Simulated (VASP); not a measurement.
Input of a VASP 6.6.1 run:

File POSCAR:

```
CsBr
1.0
    4.3196005106      0.0000000000      0.0000000000
    0.0000000000      4.3196005106      0.0000000000
    0.0000000000      0.0000000000      4.3196005106
Cs Br
1 1
Direct
    0.0000000000      0.0000000000      0.0000000000
    0.5000000000      0.5000000000      0.5000000000
```

The input INCAR.step1:

```
PREC = Accurate
ENCUT = 520
EDIFF = 1E-5
ISMEAR = 0
SIGMA = 0.01
LREAL = False
LASPH = True
NELM = 100
ALGO = Normal
ISIF = 2
LWAVE = True
LCHARG = False
NBANDS = 15
GGA = PE
```

INCAR.step2

```
PREC = Accurate
ENCUT = 520
EDIFF = 1E-6
ISMEAR = 0
SIGMA = 0.01
LREAL = False
LASPH = True
NELM = 100
ALGO = Normal
ISIF = 2
LWAVE = False
LCHARG = False
GGA = PE
LHFCALC = True
HFSCREEN = 0.2079
PRECFOCK = Normal
NBANDS = 15
ISTART = 1
```

Contents of KPOINTS:

```
Automatic mesh
0
Gamma
  4 4 4
```

Potentials or basis: VASP PAW PBE potentials, release 64 (Cs_sv, Br).

Run with:

```bash
$ cat potpaw_PBE.64/Cs_sv/POTCAR potpaw_PBE.64/Br/POTCAR > POTCAR
$ cp INCAR.step1 INCAR
$ mpirun -np 1 vasp_std > vasp.out
$ cp INCAR.step2 INCAR
$ mpirun -np 1 vasp_std > vasp.out
```

(1) What does it give for the pressure?

(2) Predict the band gap on the k mesh.

Results:

(1) 0.4 GPa.

(2) 5.60 eV, indirect (least direct gap 5.60 eV).

Caveat: the PAW data sets were made with another functional, which shifts forces and pressure a little; spin-orbit coupling is left out, which moves the levels of the heavy elements.
